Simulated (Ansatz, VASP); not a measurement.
**One calculation of Cd, two programs**

Contents of INCAR:

```
SYSTEM = Cd
PREC = Accurate
ENCUT = 520
EDIFF = 1E-7
ISMEAR = -1
SIGMA = 0.1
LREAL = .False.
LASPH = .True.
NELM = 60
ALGO = Normal
ISIF = 2
LWAVE = .False.
LCHARG = .True.
GGA = RP
LELF = .True.
LVHAR = .True.
NBANDS = 12
```

Contents of KPOINTS:

```
Automatic mesh
0
Gamma
  13 13 13
  0 0 0
```

File POSCAR:

```
Cd
1.0
    0.0000000000      2.3917010090      2.3917010090
    2.3917010090      0.0000000000      2.3917010090
    2.3917010090      2.3917010090      0.0000000000
Cd
1
Direct
    0.0000000000      0.0000000000      0.0000000000
```

Input for Ansatz:

```yaml
crystal:
  lattice:
    - [0.0, 2.391701009, 2.391701009]
    - [2.391701009, 0.0, 2.391701009]
    - [2.391701009, 2.391701009, 0.0]
  atoms:
    - { symbol: Cd, position: [0.0, 0.0, 0.0] }
hamiltonian:
  xc: rpbe
  pseudopotentials:
    kind: paw
    azcp:
      Cd: "pseudopotentials/Cd.paw.azcp"
basis:
  ecutwfc: 420
  fft_grid_basis: typed
kpoints:
  mp_grid: { grid: [13, 13, 13], shift: [0, 0, 0] }
magnetization:
  spin_polarized: false
scf:
  occupations: { method: fermi_dirac, width: 0.1 }
  lower_state_search: "off"
output:
  stress: true
```

Alike in both runs: task single point; functional RPBE; k mesh 13 × 13 × 13; occupations fermi-dirac, width 0.1 eV; no spin polarisation.

|  | VASP | Ansatz |
| --- | --- | --- |
| version | VASP 6.6.1 | Ansatz 0.2.0 |
| potentials or method | VASP PAW PBE potentials, release 64 (Cd) | plane waves (420 eV) with PAW, scalar-relativistic |
| plane-wave cutoff (eV) | 520 | 420 |
| valence electrons in the cell | 12 | 20 |

|  | VASP | Ansatz | Ansatz less VASP |
| --- | --- | --- | --- |
| pressure (GPa) | -2.4 | -2.5 | -0.10 |

With one functional, cell and mesh, what is left measures potentials, basis and numerics. The two sets of potentials don't hold the same shells in valence.

Caveats: the PAW data sets were made with another functional, which shifts forces and pressure a little (VASP).
